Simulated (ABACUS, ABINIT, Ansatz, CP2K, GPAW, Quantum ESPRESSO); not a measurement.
# The band gap of CuI, sorted by core time

It takes space group F-43m (No. 216, cubic). The conventional cell has a = 6.063 Å, b = 6.063 Å, c = 6.063 Å, α = 90.00°, β = 90.00°, γ = 90.00°. I (site symmetry -43m) is surrounded by 4 Cu at 2.63 Å. Cu (site symmetry -43m) has 4 I at 2.63 Å as nearest neighbours.

| rung | level | program and potentials | cutoff (eV) | k mesh | task | core time | chip | band gap (eV) | notes |
| --- | --- | --- | --- | --- | --- | --- | --- | --- | --- |
| LDA | LDA | GPAW, the program's PAW data sets (release 1.2.1) made for this functional | 600 | 8 × 8 × 8 | single point | 17 s | Arm Neoverse V1 | 0.96 | 9 valence electrons an atom on average |
| GGA | PBE | GPAW, GPAW PAW data sets (gpaw-data 1.2.1) | 600 | 8 × 8 × 8 | single point | 17 s | Arm Neoverse V1 | 1.14 | 9 valence electrons an atom on average |
| GGA | PBEsol | GPAW, PAW data sets generated for this functional | 600 | 8 × 8 × 8 | single point | 23 s | Arm Neoverse V1 | 1.03 | 9 valence electrons an atom on average |
| GGA | PBEsol | ABINIT, JTH PAW PBE v2.0 | 707 | 6 × 6 × 6 | single point | 27 s | Arm Neoverse V2 | 1.00 | potentials made for PBE; 13 valence electrons an atom on average |
| GGA + U (5.3 eV) | PBE+U (Cu d U = 5.3 eV) | GPAW, GPAW PAW data sets (gpaw-data 1.2.1) | 600 | 6 × 6 × 6 | band structure | 44 s | Arm Neoverse V2 | 1.95 | 9 valence electrons an atom on average |
| LDA | LDA | Ansatz, all-electron LAPW, scalar-relativistic | - | 6 × 6 × 6 | phonons | 47 s | Arm Neoverse V2 | 0.94 | - |
| GGA | PBE | CP2K, POTENTIAL_UZH I GTH-PBE-q7, Cu GTH-PBE-q11; TZVP-MOLOPT-PBE-GTH basis | - | 8 × 8 × 8 | single point | 48 s | Arm Neoverse V2 | 0.99 | atomic basis; 9 valence electrons an atom on average |
| GGA | PW91 | ABACUS, SG15 ONCV 1.2 PBE, plane waves | 1252 | 6 × 6 × 6 | single point | 66 s | Intel Xeon Platinum 8375C Ice Lake | 1.20 | potentials made for PBE; 18 valence electrons an atom on average |
| GGA | PBE | Quantum ESPRESSO, SG15 PBE 1.2 | 1020 | 4 × 4 × 4 | single point | 67 s | Arm Neoverse V1 | 1.19 | coarse mesh; 18 valence electrons an atom on average |
| GGA | PW91 | ABINIT, JTH PAW PBE v2.0 | 707 | 8 × 8 × 8 | band structure | 2.6 min | Arm Neoverse V1 | 1.10 | potentials made for PBE; 13 valence electrons an atom on average |
| GGA | BLYP | ABINIT, JTH PAW PBE v2.0 | 707 | 8 × 8 × 8 | band structure | 2.8 min | Arm Neoverse V1 | 1.16 | potentials made for PBE; 13 valence electrons an atom on average |
| hybrid | HSE06 | Ansatz, PAW datasets made for the crystal | 290 | 6 × 6 × 6 | single point | 12 min | AMD EPYC 7R43 Zen 3 | 2.63 | 14 valence electrons an atom on average |

Times are single runs on shared hosts and different chips, so they are rough; meshes, cutoffs and the tasks' sizes weigh on the time. All rows: no spin polarisation. Gaps are the least found on the k mesh or the band path, and a mesh can miss the band edges. The cell comes from a database and isn't always the measured one. Meshes differ between rows, which moves values too. All levels ran on this one cell, unrelaxed unless noted. Meshes are those of the run's cell of 2 atoms unless a note names another. Runs on faulty files, with rough fits or with known faults for this quantity aren't shown. No row holds spin-orbit coupling.

By rung: LDA 0.94 to 0.96; GGA 1.00 to 1.20; GGA + U (5.3 eV) 1.95; hybrid 2.63; GGA in atomic bases 0.99; GGA on coarse meshes 1.19 (eV).
